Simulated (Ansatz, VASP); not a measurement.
LiCl: VASP beside Ansatz

File INCAR:

```
SYSTEM = LiCl
  ALGO = Normal
  EDIFF = 1E-6
  ENCUT = 520
  GGA = PS
  ISIF = 2
  ISMEAR = 0
  LASPH = .True.
  LCHARG = .False.
  LREAL = .False.
  LWAVE = .False.
  NBANDS = 12
  NELM = 80
  PREC = Accurate
  SIGMA = 0.02
```

KPOINTS

```
k-points
0
Gamma
  8 8 8
  0 0 0
```

File POSCAR:

```
LiCl
1.0
    0.0000000000      2.5647600000      2.5647600000
    2.5647600000      0.0000000000      2.5647600000
    2.5647600000      2.5647600000      0.0000000000
Li Cl
1 1
Direct
   -0.0087727507      0.0087727507      0.0087727507
    0.5000000000      0.5000000000      0.5000000000
```

Input for Ansatz:

```yaml
crystal:
  lattice:
    - [0.0, 2.56476, 2.56476]
    - [2.56476, 0.0, 2.56476]
    - [2.56476, 2.56476, 0.0]
  atoms:
    - { symbol: Li, position: [-0.0087727507, 0.0087727507, 0.0087727507] }
    - { symbol: Cl, position: [0.5, 0.5, 0.5] }
basis:
  ecutwfc: 420
kpoints:
  mp_grid: { grid: [8, 8, 8] }
hamiltonian:
  xc: pbesol
scf:
  occupations: { method: gaussian, width: 0.02 }
output:
  forces: true
  stress: true
  eigenvalues: true
```

Change from the starting cell: one atom moved.

Alike in both runs: task single point; functional PBEsol; k mesh 8 × 8 × 8; occupations gaussian, width 0.02 eV; no spin polarisation.

```csv
,VASP,Ansatz
version,VASP 6.6.1,Ansatz 0.2.0
potentials or method,"VASP PAW PBE potentials, release 64 (Li_sv, Cl)","scalar-relativistic, plane waves, PAW"
plane-wave cutoff (eV),520,420
valence electrons in the cell,10,10
```

Ansatz gave:

| Item | Value |
| --- | --- |
| gap on the k mesh at the Fermi level (eV) | 6.13 |
| least direct gap on the mesh (eV) | 6.13 |
| rms of the force components (eV/Å) | 0.018 |

Q: What did VASP give for the same quantities?

A: gap on the k mesh at the Fermi level (eV): 6.14; least direct gap on the mesh (eV): 6.14; rms of the force components (eV/Å): 0.019.

Atom by atom the forces differ by 0.001 eV/Å (rms over components). With one functional, cell and mesh, what is left measures potentials, basis and numerics.

Caveats: the PAW data sets were made with another functional, which shifts forces and pressure a little (VASP). A k mesh can miss the band edges.
